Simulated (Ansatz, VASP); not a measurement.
One calculation of MgO, two programs

INCAR

```
  PREC = Accurate
  ENCUT = 520
  EDIFF = 1E-6
  ISMEAR = 0
  SIGMA = 0.05
  LREAL = False
  LASPH = True
  NELM = 60
  ALGO = Normal
  ISIF = 2
  LWAVE = False
  LCHARG = True
  GGA = PS
  LELF = True
  LVHAR = True
  NBANDS = 16
```

The input KPOINTS:

```
regular mesh
0
Gamma
  9 9 6
```

File POSCAR:

```
MgO
1.0
    3.6170832098      0.0000000000      0.0000000000
   -1.8085416049      3.1324859473      0.0000000000
    0.0000000000      0.0000000000      3.9010833038
Mg O
2 2
Direct
    0.6747286342      0.3494572684      0.7500000000
    0.3252713658      0.6505427316      0.2500000000
    0.6607307308      0.3214614617      0.2500000000
    0.3392692692      0.6785385383      0.7500000000
```

Input for Ansatz:

```yaml
crystal:
  lattice:
    - [3.6170832098, 0.0, 0.0]
    - [-1.8085416049, 3.1324859473, 0.0]
    - [0.0, 0.0, 3.9010833038]
  atoms:
    - { symbol: Mg, position: [0.6747286342, 0.3494572684, 0.75] }
    - { symbol: Mg, position: [0.3252713658, 0.6505427316, 0.25] }
    - { symbol: O, position: [0.6607307308, 0.3214614617, 0.25] }
    - { symbol: O, position: [0.3392692692, 0.6785385383, 0.75] }
basis:
  ecutwfc: 520.0
kpoints:
  mp_grid: { grid: [9, 9, 6] }
hamiltonian:
  xc: pbesol
  pseudopotentials: { kind: paw, azcp: { folder: soft_1 } }
scf:
  occupations: { method: gaussian, width: 0.05 }
output:
  forces: true
  stress: true
  eigenvalues: true
```

Change from the starting cell: mode 5 frozen in at +0.049 Å, strain +e along z and -e/2 along x and y -0.0700.

Alike in both runs: task single point; functional PBEsol; k mesh 9 × 9 × 6; occupations gaussian, width 0.05 eV; no spin polarisation.

|  | VASP | Ansatz |
| --- | --- | --- |
| version | VASP 6.6.1 | Ansatz 0.2.0 |
| potentials or method | VASP PAW PBE potentials, release 64 (Mg, O) | scalar-relativistic, plane waves, PAW |
| plane-wave cutoff (eV) | 520 | 520 |
| valence electrons in the cell | 16 | 32 |

```tsv
	VASP	Ansatz	Ansatz less VASP
gap on the k mesh at the Fermi level (eV)	3.39	3.40	+0.009
least direct gap on the mesh (eV)	3.39	3.40	+0.009
pressure (GPa)	4.1	4.5	+0.44
largest component of the traceless stress (GPa)	16.27	16.12	-0.145
rms of the force components (eV/Å)	0.168	0.166	-0.0021
```

Atom by atom the forces differ by 0.002 eV/Å (rms over components). The two sets of potentials don't hold the same shells in valence. Ansatz warned: «pseudo_functional_mismatch».

Caveats: the PAW data sets were made with another functional, which shifts forces and pressure a little (VASP).
